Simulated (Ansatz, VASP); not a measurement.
MgS: VASP beside Ansatz

File INCAR:

```
PREC = Accurate
ENCUT = 520
EDIFF = 1E-6
ISMEAR = 0
SIGMA = 0.02
LREAL = False
LASPH = True
NELM = 80
ALGO = Normal
ISIF = 2
LWAVE = False
LCHARG = True
GGA = PS
LELF = True
LVHAR = True
NBANDS = 16
```

Contents of KPOINTS:

```
Automatic mesh
0
Gamma
  6 6 4
```

The input POSCAR:

```
MgS
1.0
    4.1743413807      0.0079482061     -0.0806924481
   -2.0802873419      3.5895880101      0.1050566875
   -0.1286458836      0.1191260882      6.7032867338
Mg S
2 2
Direct
    0.6579026996      0.3474514734      0.4804710341
    0.3512827312      0.6732492221      0.9557862178
    0.2850010753      0.6673793028      0.3930075130
    0.7058134939      0.3119200017      0.9207316803
```

Input for Ansatz:

```yaml
crystal:
  lattice:
    - [4.1743413807, 0.0079482061, -0.0806924481]
    - [-2.0802873419, 3.5895880101, 0.1050566875]
    - [-0.1286458836, 0.1191260882, 6.7032867338]
  atoms:
    - { symbol: Mg, position: [0.6579026996, 0.3474514734, 0.4804710341] }
    - { symbol: Mg, position: [0.3512827312, 0.6732492221, 0.9557862178] }
    - { symbol: S, position: [0.2850010753, 0.6673793028, 0.393007513] }
    - { symbol: S, position: [0.7058134939, 0.3119200017, 0.9207316803] }
basis:
  ecutwfc: 420
kpoints:
  mp_grid: { grid: [6, 6, 4] }
hamiltonian:
  xc: pbesol
scf:
  occupations: { method: gaussian, width: 0.02 }
output:
  forces: true
  stress: true
  eigenvalues: true
```

Change from the starting cell: all atoms moved at random, cell strained at random.

Alike in both runs: task single point; functional PBEsol; k mesh 6 × 6 × 4; occupations gaussian, width 0.02 eV; no spin polarisation.

|  | VASP | Ansatz |
| --- | --- | --- |
| version | VASP 6.6.1 | Ansatz 0.2.0 |
| potentials or method | VASP PAW PBE potentials, release 64 (Mg, S) | scalar-relativistic, plane waves, PAW |
| plane-wave cutoff (eV) | 520 | 420 |
| valence electrons in the cell | 16 | 32 |

|  | VASP | Ansatz | Ansatz less VASP |
| --- | --- | --- | --- |
| gap on the k mesh at the Fermi level (eV) | 2.25 | 2.24 | -0.002 |
| least direct gap on the mesh (eV) | 2.25 | 2.24 | -0.002 |
| pressure (GPa) | -3.2 | -3.1 | +0.10 |
| largest component of the traceless stress (GPa) | 3.17 | 3.19 | +0.019 |
| rms of the force components (eV/Å) | 0.665 | 0.664 | -0.0010 |

Atom by atom the forces differ by 0.002 eV/Å (rms over components). The two sets of potentials don't hold the same shells in valence.

Caveats: the PAW data sets were made with another functional, which shifts forces and pressure a little (VASP).
